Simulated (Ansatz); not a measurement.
Write the native input for Ansatz 0.2.0 that does the following.

```
Task                                : band structure
Functional                          : PBE
Potentials or basis                 : Ansatz PAW
Cutoff                              : 420 eV (not typed: the program's choice for these potentials)
k mesh                              : 10 × 10 × 8
Occupations                         : fermi-dirac, width 0.05 eV
Spin                                : spin-orbit coupling, no magnetisation
Path                                : [["G", "M", "K", "G", "A", "L", "H", "A"], ["L", "M"], ["K", "H"]]
Points for each segment of the path : 14
```

Crystal: ZrB2.

```
CELL_PARAMETERS angstrom
3.17000 0.00000 0.00000
-1.58500 2.74530 0.00000
0.00000 0.00000 3.53300
ATOMIC_POSITIONS crystal
Zr 0.00000 0.00000 0.00000
B 0.66667 0.33333 0.50000
B 0.33333 0.66667 0.50000
```

These files were run (other wordings do the same):

input.yaml

```yaml
crystal:
  lattice:
    - [3.17, 0.0, 0.0]
    - [-1.585, 2.74530053, 0.0]
    - [0.0, 0.0, 3.533]
  atoms:
    - { symbol: Zr, position: [0.0, 0.0, 0.0] }
    - { symbol: B, position: [0.6666666667, 0.3333333333, 0.5] }
    - { symbol: B, position: [0.3333333333, 0.6666666667, 0.5] }
hamiltonian:
  xc: pbe
  pseudopotentials: { kind: paw_fr }
magnetization:
  noncollinear: true
  spin_orbit: true
kpoints:
  mp_grid: { grid: [10, 10, 8] }
  band_path:
    path:
      - [[0.0, 0.0, 0.0], [0.5, 0.0, 0.0], [0.3333333333, 0.3333333333, 0.0], [0.0, 0.0, 0.0], [0.0, 0.0, 0.5], [0.5, 0.0, 0.5], [0.3333333333, 0.3333333333, 0.5], [0.0, 0.0, 0.5]]
      - [[0.5, 0.0, 0.5], [0.5, 0.0, 0.0]]
      - [[0.3333333333, 0.3333333333, 0.0], [0.3333333333, 0.3333333333, 0.5]]
    npoints: 14
scf:
  occupations: { method: fermi_dirac, width: 0.05 }
  n_extra_bands: 7
output:
  forces: true
  stress: true
  eigenvalues: true
  fatbands: false
```

Potentials or basis: Ansatz PAW.

Command:

```sh
$ ansatz run input.yaml --threads 2 --pin off --max-ram 5120MiB --backend cpu --events-out ev --progress --plain --runs-dir out
```

It gave:

| Property | Result |
| --- | --- |
| Pressure | 0.8 GPa |
| Band gap on the k mesh | none (metal or under the smearing width) |

It took 13 s on 2 threads of Arm Neoverse V1, on a shared host, peak memory 0.45 GiB.
